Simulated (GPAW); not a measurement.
The system is TiC.

```
CELL_PARAMETERS angstrom
3.04209 0.00000 0.00000
-1.52104 2.63452 0.00000
0.00000 0.00000 2.69797
ATOMIC_POSITIONS crystal
Ti 0.00000 0.00000 0.50000
C 0.33333 0.66667 0.00000
```

The cell was built by a generator and needn't be a form met in nature.

- Program: GPAW 26.7.0
- Task: relaxation of cell and atoms
- Functional: BLYP
- Potentials or basis: PAW data sets generated in the run's folder for this functional
- Cutoff: 800 eV
- Basis: pw
- k mesh: 10 × 10 × 10
- Occupations: fermi-dirac, width 0.05 eV
- Spin: no spin polarisation

At the start: pressure 7.1 GPa; volume 10.81 Å³/atom.

Where does the relaxation end?

Over 7 steps the energy falls by 9.1 meV/atom and the volume is 11.18 Å³/atom (+3.4 %); space group P-6m2 (No. 187, to 0.05 Å).

The path:
```
step  energy change (eV)  largest force (eV/Å)  pressure (GPa)  volume (Å³)
   1              0.0000                0.0000            7.08        21.62
   2             -0.0089                0.0000            4.76        21.85
   3             -0.0178                0.0000            0.15        22.33
   4             -0.0180                0.0000           -0.02        22.35
   5             -0.0182                0.0000           -0.27        22.38
   6             -0.0183                0.0000           -0.18        22.38
   7             -0.0182                0.0000           -0.04        22.37
```

Final structure:
```
Ti C
1.0
     3.08356    0.00000    0.00000
    -1.54178    2.67045    0.00000
     0.00000    0.00000    2.71628
Ti C
1 1
Direct
  0.00000 0.00000 0.50000
  0.33333 0.66667 0.00000
```

Caveat: later steps reuse the first step's grids.
